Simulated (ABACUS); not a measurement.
# CoO (R-3m) in ABACUS: a series of runs

The runs below take CoO through single point, with PBE.

All numbers are computed with ABACUS 3.10.1; they aren't measurements. Logs are shortened: lines on timing, memory, paths and dates and some standing lists are left out, and cuts for length are marked.

### 1 Starting point

It takes space group R-3m (No. 166, trigonal). The conventional cell has a = 3.011 Å, b = 3.011 Å, c = 7.320 Å, α = 90.00°, β = 90.00°, γ = 120.00°. Co (site symmetry -3m) is surrounded by 6 O at 2.12 Å. O (site symmetry -3m) has 6 Co at 2.12 Å as nearest neighbours.

The cell is a database's computed one.

### 2 Single point, PBE, collinear spin, ferromagnetic start

Contents of INPUT:

```
INPUT_PARAMETERS
suffix              CoO
calculation         scf
basis_type          lcao
pseudo_dir          ./
orbital_dir         ./
symmetry            1
dft_functional      pbe
ecutwfc             100
pseudo_rcut         10
nspin               2
nbands              17
ks_solver           genelpa
smearing_method     fd
smearing_sigma      0.00367493
scf_thr             1e-07
scf_nmax            100
mixing_type         broyden
mixing_beta         0.4
cal_force           1
cal_stress          1
out_mul             1
out_chg             1
out_pot             2
out_elf             1
```

Contents of STRU:

```
ATOMIC_SPECIES
Co 58.9332 Co.upf
O 15.9990 O.upf

NUMERICAL_ORBITAL
Co_confined-atom_7au_3s2p2d1f.orb
O_confined-atom_6au_2s2p1d.orb

LATTICE_CONSTANT
1.8897261246

LATTICE_VECTORS
1.5054695445 0.8691832468 2.4399269062
-1.5054695445 0.8691832468 2.4399269062
0.0000000000 -1.7383664936 2.4399269062

ATOMIC_POSITIONS
Direct

Co
0.0
1
0.0000000000 0.0000000000 0.0000000000 1 1 1 mag 2

O
0.0
1
0.5000000000 0.5000000000 0.5000000000 1 1 1 mag 0
```

Contents of KPT:

```
K_POINTS
0
Gamma
11 11 11 0 0 0
```

Potentials or basis: PseudoDojo NC SR 0.4.1 PBE standard, DZP LCAO (the cutoffs set its grid).

Launch:

```
OMP_NUM_THREADS=1 mpirun -np 4 abacus > log
```

running log:

```text
ABACUS v3.10.1

               Atomic-orbital Based Ab-initio Computation at UStc

 ------------------------------------------------------------------------------------

 READING GENERAL INFORMATION
                           global_out_dir = OUT.CoO/
                           global_in_card = INPUT
                               pseudo_dir = ./
                              orbital_dir = ./
                                    DSIZE = 4
                                    GSIZE = 1

 READING UNITCELL INFORMATION
                                    ntype = 2
                  lattice constant (Bohr) = 1.88973
              lattice constant (Angstrom) = 1

 READING ATOM TYPE 1
                               atom label = Co
                      L=0, number of zeta = 3
                      L=1, number of zeta = 2
                      L=2, number of zeta = 2
                      L=3, number of zeta = 1
             number of atom for this type = 1
               magnetization of element 1 = 2

 READING ATOM TYPE 2
                               atom label = O
                      L=0, number of zeta = 2
                      L=1, number of zeta = 2
                      L=2, number of zeta = 1
             number of atom for this type = 1
               magnetization of element 2 = 0

                        TOTAL ATOM NUMBER = 2
DIRECT COORDINATES
    atom                   x                   y                   z     mag                  vx                  vy                  vz
taud_Co1            0.0000000000        0.0000000000        0.0000000000  2.0000        0.0000000000        0.0000000000        0.0000000000
taud_O1            0.5000000000        0.5000000000        0.5000000000  0.0000        0.0000000000        0.0000000000        0.0000000000

                          Volume (Bohr^3) = 129.273
                             Volume (A^3) = 19.1563

 Lattice vectors: (Cartesian coordinate: in unit of a_0)
             +1.50547           +0.869183            +2.43993
             -1.50547           +0.869183            +2.43993
                   +0            -1.73837            +2.43993
 Reciprocal vectors: (Cartesian coordinate: in unit of 2 pi/a_0)
            +0.332122           +0.191751           +0.136616
            -0.332122           +0.191751           +0.136616
                   +0           -0.383502           +0.136616
 The esolver type has been set to : ksdft_lcao

                PAO radial cut off (Bohr) = 10

 Read in pseudopotential file is Co.upf
                     pseudopotential type = NC
          exchange-correlation functional = PBE
                 nonlocal core correction = 1
[... 216 lines left out ...]
              searching radius is (Bohr)) = 17.4
         searching radius unit is (Bohr)) = 1.89
                         PeriodicBoundary = 1
                        Radius(unit:lat0) = 9.21
                                   glayer = [ 5, 5, 5 ]
                             glayer_minus = [ 4, 4, 4 ]

Find the coordinate range of the input atom(unit:lat0).
                                  min_tau = [ -12, -13.9, -29.3 ]
                                  max_tau = [ 12, 13.9, 32.9 ]
                                BoxNumber = [ 9, 9, 9 ]

 SETUP EXTENDED REAL SPACE GRID FOR GRID INTEGRATION
                          real space grid = [ 40, 40, 40 ]
                 big cell numbers in grid = [ 8, 8, 8 ]
             meshcell numbers in big cell = [ 5, 5, 5 ]
                        extended fft grid = [ 13, 13, 13 ]
                dimension of extened grid = [ 35, 35, 35 ]
                            UnitCellTotal = 125
              Atom number in sub-FFT-grid = 2
    Local orbitals number in sub-FFT-grid = 39
                                ParaV.nnr = 35548
                                 init_chg = atomic

 LCAO ALGORITHM --------------- ION=   1  ELEC=   1--------------------------------
          total magnetism (Bohr mag/cell) = 2.60143
       absolute magnetism (Bohr mag/cell) = 2.60146
                        nelec for spin up = 12.8007
                      nelec for spin down = 10.1993
[... 271 lines left out ...]
 Density error is 6.47125039819e-08
----------------------------------------------------------
     Energy           Rydberg                 eV
----------------------------------------------------------
 E_KohnSham     -339.0591537728      -4613.1364503687
 E_KS(sigma->0) -339.0580028693      -4613.1207915227
 E_Harris       -339.0591529719      -4613.1364394712
 E_band         -21.7694553583       -296.1886352289
 E_one_elec     -152.1359367265      -2069.9156100474
 E_Hartree      90.9121939401        1236.9238552665
 E_xc           -64.4897498931       -877.4280611405
 E_Ewald        -213.3433592863      -2902.6853167553
 E_entropy(-TS) -0.0023018071        -0.0313176920
 E_descf        0.0000000000         0.0000000000
 E_exx          0.0000000000         0.0000000000
 E_Fermi        1.0560300224         14.3680255638
----------------------------------------------------------

 charge density convergence is achieved
 final etot is -4613.1364504 eV
 EFERMI = 14.368025564 eV
The vacuum level is 10.384111865 eV

 STATE ENERGY(eV) AND OCCUPATIONS    NSPIN == 2
SPIN UP :
 1/146 kpoint (Cartesian) = 0.0000 0.0000 0.0000 (538 pws)
       1       -82.3976    0.000751315
       2       -45.7553    0.000751315
       3       -45.7553    0.000751315
       4       -45.7442    0.000751315
       5       -5.95506    0.000751315
       6        10.9240    0.000751315
[... 9 lines left out ...]
      16        32.5348        0.00000
[... 82 lines left out ...]
       4       -45.7505     0.00450789
       5       -4.72995     0.00450789
       6        6.13483     0.00450789
[... 9 lines left out ...]
      16        27.8763        0.00000
      17        27.9791        0.00000

[... levels at 286 further k points ...]

-------------------------------------------------
 Total Magnetism (uB)
-------------------------------------------------
                        Co1         2.6753842613
                         O1         0.3050400177
-------------------------------------------------

 correction force for each atom along direction 1 is 5.15378e-15
 correction force for each atom along direction 2 is -1.97023e-14
 correction force for each atom along direction 3 is -3.26695e-14
------------------------------------------------------------------------------------------
 TOTAL-FORCE (eV/Angstrom)
------------------------------------------------------------------------------------------
                       Co1         0.0000000000         0.0000000000         0.0000000000
                        O1         0.0000000000         0.0000000000         0.0000000000
------------------------------------------------------------------------------------------

----------------------------------------------------------------
 TOTAL-STRESS (KBAR)
----------------------------------------------------------------
         9.0693233484        -0.0000000000        -0.0000000000
         0.0000000000         9.0693233478         0.0000000000
         0.0000000000         0.0000000000         5.8841324389
----------------------------------------------------------------
 TOTAL-PRESSURE: 8.007593 KBAR

 --------------------------------------------
 !FINAL_ETOT_IS -4613.1364503686609169 eV
 --------------------------------------------
```

mulliken.txt:

```text
 0
CALCULATE THE MULLIkEN ANALYSIS FOR EACH ATOM
 Total charge of spin 1:	12.99
 Total charge of spin 2:	10.01
 Total charge:	23
Decomposed Mulliken populations
[... 65 lines left out ...]
dxy                                    0              0.0058              0.0050              0.0108              0.0008
SUM OVER M                                            0.0307              0.0269              0.0576              0.0038
SUM OVER M+Zeta                                       0.0307              0.0269              0.0576              0.0038

SUM OVER M+Zeta+L                                     3.3819              3.0768              6.4587              0.3050

Total Charge on atom:                  O              6.4587
Total Magnetism on atom:               O              0.3050
```

It took 32 s on 4 MPI ranks of AMD EPYC 7B13 (Zen 3), shared host; peak memory 0.52 GiB.

Results:

| Property | Result |
| --- | --- |
| Free energy | -4613.1365 eV |
| Pressure | 0.8 GPa |
| Band gap on the k mesh | none (metal or under the smearing width) |
| Net moment | 2.98 μB per cell |
| Absolute moment | 3.00 μB per cell |
| Site moments | Co +2.68; O +0.31 μB |
| Mulliken charges | Co +0.46; O -0.46 e |

Stress tensor (GPa, compression positive):
```
0.91 0.00 0.00
0.00 0.91 0.00
0.00 0.00 0.59
```

Caveat: the atomic orbitals were generated for these runs and aren't a published set; Mulliken charges move with the basis; the basis of atomic orbitals isn't converged, which shifts pressures, moduli and gaps; a cell with one magnetic atom can't hold antiferromagnetic order, which such compounds often take; semilocal functionals often make such compounds metallic where correlation or magnetic order opens a gap, which also shifts bond lengths.

### 3 Single point, PBE, collinear spin, ferromagnetic start (atoms moved at random, drawn with an rms of 0.05 Å)

INPUT, as its differences from that of step 2:

```diff
@@ -22,4 +22 @@
 out_mul             1
-out_chg             1
-out_pot             2
-out_elf             1
```

STRU, as its differences from that of step 2:

```diff
@@ -22,3 +22,3 @@
 1
-0.0000000000 0.0000000000 0.0000000000 1 1 1 mag 2
+-0.0031710000 0.0001870000 0.0063720000 1 1 1 mag 2
 
@@ -27,2 +27,2 @@
 1
-0.5000000000 0.5000000000 0.5000000000 1 1 1 mag 0
+0.4702160000 0.5156830000 0.5098730000 1 1 1 mag 0
```

KPT is that of step 2.

Potentials or basis: PseudoDojo NC SR 0.4.1 PBE standard, DZP LCAO (the cutoffs set its grid).

Launch:

```
OMP_NUM_THREADS=1 mpirun -np 4 abacus > log
```

Run time: 89 s. Hardware: 4 MPI ranks of AMD EPYC 7B13 (Zen 3), shared host; peak memory 0.72 GiB.

Results (log left out):

| Property | Result |
| --- | --- |
| Free energy | -4613.1334 eV |
| Pressure | 1.2 GPa |
| Largest force | 0.094 eV/Å |
| Band gap on the k mesh | none (metal or under the smearing width) |
| Net moment | 2.98 μB per cell |
| Absolute moment | 3.00 μB per cell |
| Site moments | Co +2.67; O +0.31 μB |
| Mulliken charges | Co +0.46; O -0.46 e |

Forces in eV/Å, atoms in the order of the input:
```
Co  -0.089 -0.018 -0.023
O    0.089  0.018  0.023
```

Stress tensor (GPa, compression positive):
```
 1.22 -0.20  0.01
-0.20  1.18 -0.34
 0.01 -0.34  1.06
```

Caveat: the atomic orbitals were generated for these runs and aren't a published set; Mulliken charges move with the basis; the basis of atomic orbitals isn't converged, which shifts pressures, moduli and gaps; a cell with one magnetic atom can't hold antiferromagnetic order, which such compounds often take; semilocal functionals often make such compounds metallic where correlation or magnetic order opens a gap, which also shifts bond lengths.

### 4 Single point, PBE, collinear spin, ferromagnetic start

INPUT, as its differences from that of step 3:

```diff
@@ -11,3 +11,3 @@
 nspin               2
-nbands              17
+nbands              14
 ks_solver           genelpa
@@ -22 +22,4 @@
 out_mul             1
+out_chg             1
+out_pot             2
+out_elf             1
```

Contents of STRU:

```
ATOMIC_SPECIES
Co 58.9332 Co.upf
O 15.9990 O.upf

NUMERICAL_ORBITAL
Co_confined-atom_7au_2s1p1d.orb
O_confined-atom_6au_1s1p.orb

LATTICE_CONSTANT
1.8897261246

LATTICE_VECTORS
1.5054695445 0.8691832468 2.4399269062
-1.5054695445 0.8691832468 2.4399269062
0.0000000000 -1.7383664936 2.4399269062

ATOMIC_POSITIONS
Direct

Co
0.0
1
0.0000000000 0.0000000000 0.0000000000 1 1 1 mag 2

O
0.0
1
0.5000000000 0.5000000000 0.5000000000 1 1 1 mag 0
```

KPT is that of step 3.

Potentials or basis: PseudoDojo NC SR 0.4.1 PBE standard, SZ LCAO (the cutoffs set its grid).

Launch:

```
OMP_NUM_THREADS=1 mpirun -np 4 abacus > log
```

Wall time 12 s (4 MPI ranks of AMD EPYC 7B13 (Zen 3), shared host); peak memory 0.44 GiB.

These settings aren't checked as converged: the numbers below hold their error.

Results:

```
Free energy            : -4609.8853 eV
Pressure               : 10.7 GPa
Band gap on the k mesh : none (metal or under the smearing width)
Net moment             : 2.21 μB per cell
Absolute moment        : 2.21 μB per cell
Site moments           : Co +2.01; O +0.20 μB
Mulliken charges       : Co +0.83; O -0.83 e
```

Caveat: the atomic orbitals were generated for these runs and aren't a published set; Mulliken charges move with the basis; the basis of atomic orbitals isn't converged, which shifts pressures, moduli and gaps; a cell with one magnetic atom can't hold antiferromagnetic order, which such compounds often take; semilocal functionals often make such compounds metallic where correlation or magnetic order opens a gap, which also shifts bond lengths.
